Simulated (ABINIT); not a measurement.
Crystal: Cu.

```
Cu
1.0
     0.00000    1.80750    1.80750
     1.80750    0.00000    1.80750
     1.80750    1.80750    0.00000
Cu
1
Direct
  0.00000 0.00000 0.00000
```

Base run:

| Property | Result |
| --- | --- |
| Program | ABINIT 10.8.3 (patched build) |
| Functional | revPBE |
| Potentials or basis | PseudoDojo NC SR PBE v0.4.1 standard |
| Cutoff | 1252 eV |
| k mesh | 13 × 13 × 13 |
| Occupations | fermi-dirac, width 0.05 eV |
| Spin | no spin polarisation |

Its results: band gap on the k mesh none (metal or under the smearing width); pressure 5.6 GPa.

**Question.** The run is repeated on the same cell with these changes: functional from revPBE to rPW86PBE. What comes out?

**Answer.** Band gap on the k mesh none (metal or under the smearing width); pressure 7.7 GPa.

Caveats: the potentials were made for another functional, which shifts forces and pressure.
